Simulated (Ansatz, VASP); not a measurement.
# Two plane-wave programs on Ru

```
Ru
1.0
    -1.49141    1.49141    1.49141
     1.49141   -1.49141    1.49141
     1.49141    1.49141   -1.49141
Ru
1
Direct
  0.00000 0.00000 0.00000
```

Alike in both runs: task single point; functional PBEsol; k mesh 8 × 8 × 8; occupations gaussian, width 0.1 eV; no spin polarisation.

```csv
,VASP,Ansatz
version,VASP 6.6.1,Ansatz 0.2.0
potentials or method,"VASP PAW PBE potentials, release 64 (Ru_pv)","scalar-relativistic, plane waves, PAW"
plane-wave cutoff (eV),520,420
valence electrons in the cell,14,16
```

|  | VASP | Ansatz | Ansatz less VASP |
| --- | --- | --- | --- |
| gap on the k mesh at the Fermi level (eV) | none | none | - |
| pressure (GPa) | 11.6 | 11.6 | 0.00 |

A gap of «none» marks a metal or a gap that the smearing closes. With one functional, cell and mesh, what is left measures potentials, basis and numerics. The two sets of potentials don't hold the same shells in valence.

Caveats: the k mesh is coarse (spacing up to 0.37 Å⁻¹), so the values aren't converged; the PAW data sets were made with another functional, which shifts forces and pressure a little (VASP).
